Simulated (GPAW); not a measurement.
Wanted: an ASE script for a GPAW 26.7.0 run.

```
Task                : band structure
Functional          : TPSS
Potentials or basis : GPAW PAW data sets (gpaw-data 1.2.1)
Cutoff              : 800 eV
Basis               : pw
k mesh              : 6 × 6 × 2
Occupations         : fermi-dirac, width 0.05 eV
Spin                : no spin polarisation
Eigensolver         : davidson
Maxiter             : 150
Band path           : GMKGALHA,LM,KH
Band points         : 100
```

The structure of SiC lies in SiC.xyz:

```xyz
8
Lattice="3.0756941497 0.0000000000 0.0000000000 -1.5378470748 2.6636292679 0.0000000000 0.0000000000 0.0000000000 10.0706464800" Properties=species:S:1:pos:R:3 pbc="T T T"
Si     0.0000000000      0.0000000000      1.8922178766
Si     0.0000000000      0.0000000000      6.9275411166
Si    -0.0000000001      1.7757528454      4.4093517947
Si     1.5378470750      0.8878764225      9.4446750347
C      0.0000000000      0.0000000000      0.0046330009
C      0.0000000000      0.0000000000      5.0399562409
C     -0.0000000001      1.7757528454      2.5156735737
C      1.5378470750      0.8878764225      7.5509968137
```

The cell is a database's computed one.

These files were run (other wordings do the same):

run.py

```python
from ase.dft.bandgap import bandgap
from ase.io import read, write
from ase.units import GPa
from gpaw import GPAW, PW

atoms = read('SiC.xyz')

calc = GPAW(mode=PW(800),
            xc='MGGA_X_TPSS+MGGA_C_TPSS',
            kpts={'size': (6, 6, 2), 'gamma': True},
            occupations={'name': 'fermi-dirac', 'width': 0.05},
            nbands=32,
            convergence={'density': 1e-05, 'energy': 1e-05},
            eigensolver='davidson',
            maxiter=150,
            txt='gpaw.txt')
atoms.calc = calc
energy = atoms.get_potential_energy()
forces = atoms.get_forces()
stress = atoms.get_stress()
calc.write('gs.gpw')
write('result.traj', atoms)
print(f'Energy: {energy:.6f} eV')
print('Forces (eV/A):')
print(forces.round(4))
print('Stress (GPa):', (stress / GPa).round(3))
print('Fermi level:', round(calc.get_fermi_level(), 4), 'eV')
print(f'Gap: {bandgap(calc)[0]:.4f} eV, direct: {bandgap(calc, direct=True)[0]:.4f} eV')

path = atoms.cell.bandpath('GMKGALHA,LM,KH', npoints=100, eps=1e-4)
bs_calc = calc.fixed_density(kpts=path, symmetry='off', nbands=50,
                             convergence={'bands': 'CBM+6.0', 'eigenstates': 1e-6}, txt='bands.txt')
bs = bs_calc.band_structure()
bs.write('bs.json')
print(f'Gap on the path: {bandgap(bs_calc)[0]:.4f} eV')
```

Potentials or basis: GPAW PAW data sets (gpaw-data 1.2.1), pw.

Launch:

```sh
$ OMP_NUM_THREADS=1 python run.py
```

Results of the run:

- Pressure: 3.4 GPa
- Largest force: 0.004 eV/Å
- Band gap on the k mesh: 2.21 eV, indirect (least direct gap 3.33 eV)
- Band gap along the path: 2.21 eV, indirect (least direct gap 3.33 eV)

Caveat: the k mesh is coarse; the PAW data sets were made with another functional, which shifts forces and pressure a little.

It took 6.7 min on 1 thread of Intel(R) Xeon(R) 6975P-C (Granite Rapids) (shared host), peak memory 0.76 GiB.
